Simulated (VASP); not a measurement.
# AlN (P6_3/mmc) in VASP: notebook, part 2 of 2

VASP 6.6.1. The steps go on from the part before.

### 4 Single point, LDA

File INCAR:

```
PREC = Accurate ; ENCUT = 520
EDIFF = 1E-6 ; ISMEAR = 0
SIGMA = 0.1 ; LREAL = F
LASPH = T ; NELM = 100
ALGO = Normal ; ISIF = 2
LWAVE = F ; LCHARG = F
NBANDS = 16
```

File KPOINTS:

```
regular mesh
0
Gamma
  9 9 6
```

File POSCAR:

```
AlN
1.0
    3.2736781706      0.0000000000      0.0000000000
   -1.6368390853      2.8350884595      0.0000000000
    0.0000000000      0.0000000000      4.1081445828
Al N
2 2
Direct
    0.3333333333      0.6666666667      0.7500000000
    0.6666666667      0.3333333333      0.2500000000
    0.3333333333      0.6666666667      0.2500000000
    0.6666666667      0.3333333333      0.7500000000
```

Potentials or basis: VASP PAW LDA potentials, release 64 (Al, N).

Command:

```sh
> cat potpaw_LDA.64/Al/POTCAR potpaw_LDA.64/N/POTCAR > POTCAR
> mpirun -np 1 vasp_std > vasp.out
```

OUTCAR:

```text
PREC = Accurate
   ENCUT = 520
   EDIFF = 1E-6
   ISMEAR = 0
   LREAL = F
   LASPH = T
   NELM = 100
   ISIF = 2

 ion  position               nearest neighbor table
   1  0.333  0.667  0.750-   4 1.89   4 1.89   4 1.89   3 2.05   3 2.05   2 2.79   2 2.79   2 2.79
                             2 2.79   2 2.79   2 2.79
   2  0.667  0.333  0.250-   3 1.89   3 1.89   3 1.89   4 2.05   4 2.05   1 2.79   1 2.79   1 2.79
                             1 2.79   1 2.79   1 2.79
   3  0.333  0.667  0.250-   2 1.89   2 1.89   2 1.89   1 2.05   1 2.05
   4  0.667  0.333  0.750-   1 1.89   1 1.89   1 1.89   2 2.05   2 2.05

  LATTYP: Found a hexagonal cell.
 ALAT       =     3.2736781706
 C/A-ratio  =     1.2549017859

  Lattice vectors:

 A1 = (   3.2736781706,   0.0000000000,   0.0000000000)
 A2 = (  -1.6368390853,   2.8350884595,   0.0000000000)
 A3 = (   0.0000000000,   0.0000000000,   4.1081445828)

Analysis of symmetry for initial positions (statically):
=====================================================================
 Subroutine PRICEL returns:
 Original cell was already a primitive cell.

 Routine SETGRP: Setting up the symmetry group for a
 hexagonal supercell.

 Subroutine GETGRP returns: Found 24 space group operations
 (whereof 12 operations were pure point group operations)
 out of a pool of 24 trial point group operations.

The static configuration has the point symmetry D_3d.
 The point group associated with its full space group is D_6h.

Analysis of symmetry for dynamics (positions and initial velocities):
=====================================================================
 Subroutine PRICEL returns:
 Original cell was already a primitive cell.

 Routine SETGRP: Setting up the symmetry group for a
 hexagonal supercell.

 Subroutine GETGRP returns: Found 24 space group operations
 (whereof 12 operations were pure point group operations)
 out of a pool of 24 trial point group operations.

The dynamic configuration has the point symmetry D_3d.
 The point group associated with its full space group is D_6h.
[... 126 lines left out ...]
  Thomas-Fermi vector in A             =   2.360677
   LORBIT       =      0    0 simple, 1 ext, 2 COOP (PROOUT), +10 PAW based schemes
   GGA     = CA    functional components
   LHFCALC =     F    Hartree Fock is set to
   AEXX    =    0.0000 exact exchange contribution
   IVDW    =     0    specifies the selected vdW correction
   LEPSILON=     F    determine dielectric tensor
   LRPA    =     F    only Hartree local field effects (RPA)
 non-spin polarized calculation
 Gauss-broadening in eV      SIGMA  =   0.10
  energy-cutoff  :      520.00
  volume of cell :       38.13
 maximum number of plane-waves:      1047
   NGX = 13   NGY = 13   NGZ = 15

 number of electron      15.9999996 magnetization

 Free energy of the ion-electron system (eV)
  ---------------------------------------------------
  ext. energy  EPLUGINS =         0.00000000
  ---------------------------------------------------
  free energy    TOTEN  =       -32.48272766 eV

  energy without entropy =      -32.48272766  energy(sigma->0) =      -32.48272766

 E-fermi :   8.5282     XC(G=0): -11.6756

 val. band max:        8.1420640822   @ k =   0.0000   0.0000   0.0000
 cond. band min:      11.7611808894   @ k =   0.0000   0.0000   0.0000
 fundamental gap:      3.6191168072
 Fermi energy:         8.5282128361

 k-point     1 :       0.0000    0.0000    0.0000
  band No.  band energies     occupation
      1      -8.7973      2.00000
      2      -4.8121      2.00000
      3       1.0199      2.00000
      4       4.7496      2.00000
      5       4.7496      2.00000
      6       6.4964      2.00000
[... 433 lines left out ...]
      3       1.3465      2.00000
      4       2.4517      2.00000
      5       2.4517      2.00000
      6       5.0605      2.00000
[... 8 lines left out ...]
     15      19.4501      0.00000
     16      21.4897      0.00000

 [... further k-points ...]

------------------------ aborting loop because EDIFF is reached ----------------------------------------

  FORCE on cell =-STRESS in cart. coord.  units (eV):
  Direction    XX          YY          ZZ          XY          YZ          ZX
  --------------------------------------------------------------------------------------
  -------------------------------------------------------------------------------------
  Total        0.1922571      0.1922571      0.0074900      0.0000000      0.0000000     -0.0000000
  in kB        8.0787586      8.0787586      0.3147344      0.0000000      0.0000000     -0.0000000
  external PRESSURE =       5.4907506 kB  Pullay stress =       0.0000000 kB

 VOLUME and BASIS-vectors are now :
 -----------------------------------------------------------------------------
  energy-cutoff  :      520.00
  volume of cell :       38.13
      direct lattice vectors                 reciprocal lattice vectors
     3.273678171  0.000000000  0.000000000     0.305466802  0.176361340  0.000000000
    -1.636839085  2.835088460  0.000000000     0.000000000  0.352722680  0.000000000
     0.000000000  0.000000000  4.108144583     0.000000000  0.000000000  0.243418891

 POSITION                                       TOTAL-FORCE (eV/Angst)
 -----------------------------------------------------------------------------------
     -0.00000      1.89006      3.08111        -0.000000     -0.000000      0.000000
      1.63684      0.94503      1.02704         0.000000      0.000000      0.000000
     -0.00000      1.89006      1.02704         0.000000      0.000000      0.000000
      1.63684      0.94503      3.08111        -0.000000     -0.000000      0.000000
 -----------------------------------------------------------------------------------
    total drift:                                0.000000     -0.000000      0.000000

  FREE ENERGIE OF THE ION-ELECTRON SYSTEM (eV)
  ---------------------------------------------------
  free  energy   TOTEN  =       -32.4827276613 eV

  energy  without entropy=      -32.4827276613  energy(sigma->0) =      -32.48272766
```

OSZICAR:

```text
N       E                     dE             d eps       ncg     rms          rms(c)
DAV:   1     0.384759758831E+02    0.38476E+02   -0.75176E+03  1536   0.909E+02
DAV:   2    -0.344921201223E+02   -0.72968E+02   -0.66790E+02  2288   0.180E+02
DAV:   3    -0.374113740381E+02   -0.29193E+01   -0.29106E+01  1816   0.360E+01
DAV:   4    -0.374253993881E+02   -0.14025E-01   -0.14024E-01  1904   0.305E+00
DAV:   5    -0.374255398494E+02   -0.14046E-03   -0.14046E-03  1808   0.292E-01    0.120E+01
DAV:   6    -0.326170811015E+02    0.48085E+01   -0.98394E+00  1680   0.231E+01    0.412E+00
DAV:   7    -0.325452957786E+02    0.71785E-01   -0.55271E-01  1984   0.493E+00    0.278E+00
DAV:   8    -0.324862886088E+02    0.59007E-01   -0.93330E-02  1600   0.248E+00    0.522E-01
DAV:   9    -0.324826166266E+02    0.36720E-02   -0.97634E-03  1832   0.742E-01    0.237E-01
DAV:  10    -0.324828057596E+02   -0.18913E-03   -0.79188E-04  1776   0.189E-01    0.167E-01
DAV:  11    -0.324827284446E+02    0.77315E-04   -0.11493E-04  1776   0.816E-02    0.294E-02
DAV:  12    -0.324827276613E+02    0.78331E-06   -0.17577E-06  1648   0.991E-03
   1 F= -.32482728E+02 E0= -.32482728E+02  d E =-.388138E-10
```

stdout:

```text
POSCAR found type information on POSCAR AlN
 POSCAR found :  2 types and       4 ions
 scaLAPACK will be used
 LDA part: xc-table for (Slater(with rela. corr.)+CA(PZ))
 , standard interpolation
 POSCAR, INCAR and KPOINTS ok, starting setup
 FFT: planning ... GRIDC
 FFT: planning ... GRID_SOFT
 FFT: planning ... GRID
 WAVECAR not read
 entering main loop
```

Run time: 8.3 s. Hardware: 1 thread of Intel Xeon 6975P-C (Granite Rapids), shared host; peak memory 0.14 GiB.

What came out:

| Item | Value |
| --- | --- |
| Free energy | -32.4827 eV |
| Pressure | 0.5 GPa |
| Band gap on the k mesh | 3.62 eV, direct |

Levels at points of the mesh, in eV from the valence-band top:
| k point | band 6 | band 7 | band 8 | band 9 | band 10 | band 11 |
| --- | --- | --- | --- | --- | --- | --- |
| (0.00, 0.00, 0.00) | -1.65 | -1.65 | 0.00 | 3.62 | 4.59 | 8.26 |
| (0.00, 0.00, 0.50) | -2.56 | -2.56 | -2.56 | 5.86 | 5.86 | 8.42 |

Caveat: an odd mesh through Γ misses points on the zone boundary, where band edges often lie.

### 5 Relaxation of cell and atoms, LDA

This run uses another cell than the first one, of 9.95 Å³/atom, 1.044 times its volume.

File INCAR:

```
SYSTEM = AlN
  ALGO = Normal
  EDIFF = 1E-6
  EDIFFG = -0.05
  ENCUT = 600
  GGA = CA
  IBRION = 2
  ISIF = 3
  ISMEAR = 0
  LASPH = .TRUE.
  LCHARG = .FALSE.
  LREAL = .FALSE.
  LWAVE = .FALSE.
  NELM = 100
  NSW = 100
  PREC = Accurate
  SIGMA = 0.1
```

File KPOINTS:

```
k-points
0
G
  9 9 6
  0 0 0
```

File POSCAR:

```
AlN
1.0
    3.3121157400      0.0000000000      0.0000000000
   -1.6560578700      2.8683763700      0.0000000000
    0.0000000000      0.0000000000      4.1875630000
Al N
2 2
Direct
    0.3333333300      0.6666666700      0.7500000000
    0.6666666700      0.3333333300      0.2500000000
    0.3333333300      0.6666666700      0.2500000000
    0.6666666700      0.3333333300      0.7500000000
```

Potentials or basis: VASP PAW LDA potentials, release 64 (Al, N).

Command:

```sh
> cat potpaw_LDA.64/Al/POTCAR potpaw_LDA.64/N/POTCAR > POTCAR
> mpirun -np 1 vasp_std > vasp.out
```

OUTCAR:

```text
SYSTEM = AlN
   EDIFF = 1E-6
   EDIFFG = -0.05
   ENCUT = 600
   GGA = CA
   IBRION = 2
   ISIF = 3
   ISMEAR = 0
   LASPH = .TRUE.
   LREAL = .FALSE.
   NELM = 100
   NSW = 100
   PREC = Accurate

 ion  position               nearest neighbor table
   1  0.333  0.667  0.750-   4 1.91   4 1.91   4 1.91   3 2.09   3 2.09   2 2.84   2 2.84   2 2.84
                             2 2.84   2 2.84   2 2.84
   2  0.667  0.333  0.250-   3 1.91   3 1.91   3 1.91   4 2.09   4 2.09   1 2.84   1 2.84   1 2.84
                             1 2.84   1 2.84   1 2.84
   3  0.333  0.667  0.250-   2 1.91   2 1.91   2 1.91   1 2.09   1 2.09
   4  0.667  0.333  0.750-   1 1.91   1 1.91   1 1.91   2 2.09   2 2.09

  LATTYP: Found a hexagonal cell.
 ALAT       =     3.3121157400
 C/A-ratio  =     1.2643166268

  Lattice vectors:

 A1 = (   3.3121157400,   0.0000000000,   0.0000000000)
 A2 = (  -1.6560578700,   2.8683763700,   0.0000000000)
 A3 = (   0.0000000000,   0.0000000000,   4.1875630000)

Analysis of symmetry for initial positions (statically):
=====================================================================
 Subroutine PRICEL returns:
 Original cell was already a primitive cell.

 Routine SETGRP: Setting up the symmetry group for a
 hexagonal supercell.
[... 327 lines left out ...]

 number of electron      16.0000002 magnetization

 Free energy of the ion-electron system (eV)
  ---------------------------------------------------
  ext. energy  EPLUGINS =         0.00000000
  ---------------------------------------------------
  free energy    TOTEN  =       -32.48597482 eV

  energy without entropy =      -32.48597482  energy(sigma->0) =      -32.48597482

 E-fermi :   8.5335     XC(G=0): -11.6691

 val. band max:        8.1284367755   @ k =   0.0000   0.0000   0.0000
 cond. band min:      11.7345542964   @ k =   0.0000   0.0000   0.0000
 fundamental gap:      3.6061175208
 Fermi energy:         8.5334772744

 k-point     1 :       0.0000    0.0000    0.0000
  band No.  band energies     occupation
      1      -8.8027      2.00000
      2      -4.8308      2.00000
      3       1.0095      2.00000
      4       4.7397      2.00000
      5       4.7397      2.00000
      6       6.4797      2.00000
      7       6.4797      2.00000
      8       8.1284      2.00000
      9      11.7346      0.00000
     10      12.7067      0.00000
     11      16.3801      0.00000
     12      16.3801      0.00000
[... 331 lines left out ...]
 k-point    24 :       0.3333    0.3333    0.1667
  band No.  band energies     occupation
      1      -6.0118      2.00000
      2      -6.0118      2.00000
      3       1.3389      2.00000
      4       2.4392      2.00000
      5       2.4392      2.00000
      6       5.0403      2.00000
      7       5.4831      2.00000
      8       5.4831      2.00000
      9      13.8249      0.00000
     10      14.3586      0.00000
     11      17.1915      0.00000
     12      17.1915      0.00000

 [... further k-points ...]

------------------------ aborting loop because EDIFF is reached ----------------------------------------

  FORCE on cell =-STRESS in cart. coord.  units (eV):
  Direction    XX          YY          ZZ          XY          YZ          ZX
  --------------------------------------------------------------------------------------
  -------------------------------------------------------------------------------------
  Total        0.1109470      0.1109470     -0.1120371      0.0000000      0.0000000     -0.0000000
  in kB        4.6552094      4.6552094     -4.7009513      0.0000000      0.0000000     -0.0000000
  external PRESSURE =       1.5364892 kB  Pullay stress =       0.0000000 kB
[... 19 lines left out ...]
  FREE ENERGIE OF THE ION-ELECTRON SYSTEM (eV)
  ---------------------------------------------------
  free  energy   TOTEN  =       -32.4859748203 eV

  energy  without entropy=      -32.4859748203  energy(sigma->0) =      -32.48597482

 reached required accuracy - stopping structural energy minimisation
```

OSZICAR:

```text
N       E                     dE             d eps       ncg     rms          rms(c)
DAV:   1     0.525097952170E+02    0.52510E+02   -0.83290E+03  1152   0.135E+03
DAV:   2    -0.332872840609E+02   -0.85797E+02   -0.77771E+02  1656   0.222E+02
[... 32 lines left out ...]
   4 F= -.32484586E+02 E0= -.32484586E+02  d E =-.414262E-01
       N       E                     dE             d eps       ncg     rms          rms(c)
DAV:   1    -0.324872849158E+02   -0.26979E-02   -0.99281E-02  1248   0.287E+00    0.208E-01
DAV:   2    -0.324864302868E+02    0.85463E-03   -0.13471E-03  1420   0.355E-01    0.119E-01
DAV:   3    -0.324859725134E+02    0.45777E-03   -0.63250E-04  1328   0.223E-01    0.764E-03
DAV:   4    -0.324859748939E+02   -0.23805E-05   -0.34040E-05  1332   0.503E-02    0.540E-03
DAV:   5    -0.324859748203E+02    0.73531E-07   -0.31180E-07   780   0.532E-03
   5 F= -.32485975E+02 E0= -.32485975E+02  d E =-.138833E-02
```

Wall time 27 s (1 thread of Intel Xeon 6975P-C (Granite Rapids), shared host); peak memory 0.16 GiB.

Results:

- Free energy: -32.4860 eV
- Relaxed volume: 9.55 Å³/atom
- Relaxed cell: a = 3.274 Å, b = 3.274 Å, c = 4.113 Å, α = 90.00°, β = 90.00°, γ = 120.00°
- Space group after relaxing (to 0.05 Å): P6_3/mmc (No. 194)
- Energy gained by relaxing: 10.7 meV/atom
- Ionic steps: 5
- Pressure after relaxing: 0.2 GPa
- Band gap on the k mesh: 3.61 eV, direct

Step by step:
| step | energy change (eV) | largest force (eV/Å) | pressure (GPa) | volume (Å³) |
| --- | --- | --- | --- | --- |
| 1 | 0.0000 | 0.0000 | -8.32 | 39.78 |
| 2 | -0.0058 | 0.0000 | 8.74 | 36.88 |
| 3 | -0.0414 | 0.0000 | -0.04 | 38.24 |
| 4 | -0.0414 | 0.0000 | 0.15 | 38.21 |
| 5 | -0.0428 | 0.0000 | 0.15 | 38.18 |

Final structure:
```
Al N
1.0
     3.27419    0.00000    0.00000
    -1.63710    2.83553    0.00000
     0.00000    0.00000    4.11289
Al N
2 2
Direct
  0.33333 0.66667 0.75000
  0.66667 0.33333 0.25000
  0.33333 0.66667 0.25000
  0.66667 0.33333 0.75000
```

Caveat: an odd mesh through Γ misses points on the zone boundary, where band edges often lie; the relaxation stopped at a loose force limit of 0.05 eV/Å, so its end isn't a converged minimum. As with any semilocal functional, this LDA gap is likely too small.

### 6 Overview

| task | cell | cutoff (eV) | smearing | gap on the mesh (eV) | pressure (GPa) | relaxed volume (Å³/atom) |
| --- | --- | --- | --- | --- | --- | --- |
| single point | P6_3/mmc, 9.53 Å³/atom | 520 | gaussian 0.02 eV | 3.63 | 0.7 | - |
| relaxation of cell and atoms | relaxed | 600 | gaussian 0.02 eV | 3.61 | 0.0 | 9.55 |
| single point | P6_3/mmc, 9.53 Å³/atom | 520 | gaussian 0.1 eV | 3.62 | 0.5 | - |
| relaxation of cell and atoms | relaxed | 600 | gaussian 0.1 eV | 3.61 | 0.2 | 9.55 |

Alike in all rows: level LDA; potentials or basis VASP PAW LDA potentials, release 64 (Al, N); no spin polarisation; k mesh 9 × 9 × 6.

Caveats: an odd mesh through Γ misses points on the zone boundary, where band edges often lie; the relaxation stopped at a loose force limit of 0.05 eV/Å, so its end isn't a converged minimum (some runs).

Absolute energies hang on the potentials; compare differences alone.
